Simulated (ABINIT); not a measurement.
An input for ABINIT 10.8.3 (LiCl (Fm-3m)):

```
acell 3*1.0 Angstrom
rprim 
  0.000000000000 2.571500000000 2.571500000000
  2.571500000000 0.000000000000 2.571500000000
  2.571500000000 2.571500000000 -0.000000000000
ntypat 2
znucl 3 17
natom 2
typat 1 2
xred 
  0.000000000000 0.000000000000 0.000000000000
  0.500000000000 0.500000000000 0.500000000000
pp_dirpath "pseudos"
pseudos "Li.upf, Cl.upf"
ecut 33
ngkpt 6 6 6
nshiftk 1
shiftk 0 0 0
kptopt 1
chksymbreak 0
istwfk *1
occopt 1
irdwfk 1
optdriver 4
nband 112
gwcalctyp 0
ecutsigx 33
symsigma 1
nkptgw 3
kptgw 
  0.0000000000 0.0000000000 0.0000000000
  0.5000000000 0.0000000000 0.0000000000
  0.5000000000 0.5000000000 0.0000000000
bdgw 
  3 9
  4 8
  4 7
ecuteps 13.2
irdscr 1
ppmodel 1
indata_prefix "in"
outdata_prefix "out"
tmpdata_prefix "tmp"
```

```sh
OMP_NUM_THREADS=1 mpirun -n 8 abinit run.abi > log
```

Q: Estimate wall time and host memory on 8 MPI ranks of Arm Neoverse N1, shared host.

It took 2.5 min; on shared hardware allow 74 s to 4.9 min. Peak host memory was 3.8 GiB.

[Paths, hosts, dates, memory and timing lines, banners, echoed tables and standing remarks are left out of the program output.]

[Logs are printed without paths, hosts, clocks, repeated set-up lines and the standing remarks that a program may print on its own settings, such as how far it seeks lower states.]

[Runs of the session that timed out or met a known fault of the program may be left out.]

[Hosts, paths, dates, database ids (printed as entryN), source tags and the programs' standing remarks are cut or masked in the printed files.]

[G0W0 gaps are taken among the corrected bands and points alone; a level outside them can change the order at an edge.]

[Where Ansatz stands beside ABINIT at settings called matched, ABINIT's density can come from a denser mesh and the files from another edition; pairs whose starting gaps differed by over 0.03 eV were left out, so agreement reads better than it is.]
